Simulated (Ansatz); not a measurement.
## Cu under changes of volume

One of the cells (11.810 Å³/atom); the others are scaled copies at fixed shape and fractional positions:

```
Cu
1.0
     0.00000    1.80750    1.80750
     1.80750    0.00000    1.80750
     1.80750    1.80750    0.00000
Cu
1
Direct
  0.00000 0.00000 0.00000
```

- Program: Ansatz 0.2.0
- Functional: PBE
- Potentials or basis: Ansatz PAW
- Cutoff: 420 eV (not typed: the program's choice for these potentials)
- k mesh: 13 × 13 × 13
- Occupations: fermi-dirac, width 0.05 eV
- Spin: no spin polarisation

```tsv
volume (Å³/atom)	energy over the lowest point (meV/atom)	pressure (GPa)
11.102	30.22	12.5
11.338	14.85	8.4
11.574	5.08	4.9
11.810	0.33	1.7
12.047	0.00	-1.2
12.283	?	?
12.519	10.71	-5.9
```

Task: What does the run at 12.283 Å³/atom give?

Result: Energy over the lowest point 3.61 meV/atom; pressure -3.7 GPa.

Worked out: A Birch-Murnaghan fit of order 3 (a polynomial in V^(-2/3)) to the other rows has its minimum at 11.95 Å³/atom with B0 = V·E''(V) = 142 GPa and B' = 5.0. It gives 3.61 meV/atom at 12.283 Å³/atom, against the run's 3.61, and -dE/dV = -3.7 GPa, against -3.7.

Energies are extrapolated to zero smearing.
